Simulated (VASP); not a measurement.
A run of VASP 6.6.1 is set up as follows.

File INCAR:

```
SYSTEM = Si
ALGO = Fast ; EDIFF = 1E-6
ENCUT = 520 ; GGA = PS
ISIF = 2 ; ISMEAR = 0
LASPH = .TRUE. ; LCHARG = .FALSE.
LREAL = .FALSE. ; LWAVE = .FALSE.
NBANDS = 16 ; NELM = 100
PREC = Accurate ; SIGMA = 0.05
```

KPOINTS

```
k-points
0
G
  12 12 6
  0 0 0
```

Contents of POSCAR:

```
Si
1.0
    4.0091289038      0.0000000000      0.0000000000
   -2.0045644520      3.4720074778      0.0000000000
    0.0000000000      0.0000000000      6.0565830072
Si
4
Direct
    0.3333333300      0.6666666700      0.0565692850
    0.6666666700      0.3333333300      0.5622896928
    0.3333333300      0.6666666700      0.4526422959
    0.6666666700      0.3333333300      0.9284987263
```

Potentials or basis: VASP PAW PBE potentials, release 64 (Si).

Command:

```sh
$ cat potpaw_PBE.64/Si/POTCAR > POTCAR
$ mpirun -np 1 vasp_std > vasp.out
```

(1) Predict the largest force.

(2) Estimate the band gap on the k mesh.

(3) Estimate the pressure.

Results:

(1) 1.945 eV/Å.

(2) none (metal or under the smearing width).

(3) -3.2 GPa.

Caveat: the PAW data sets were made with another functional, which shifts forces and pressure a little.
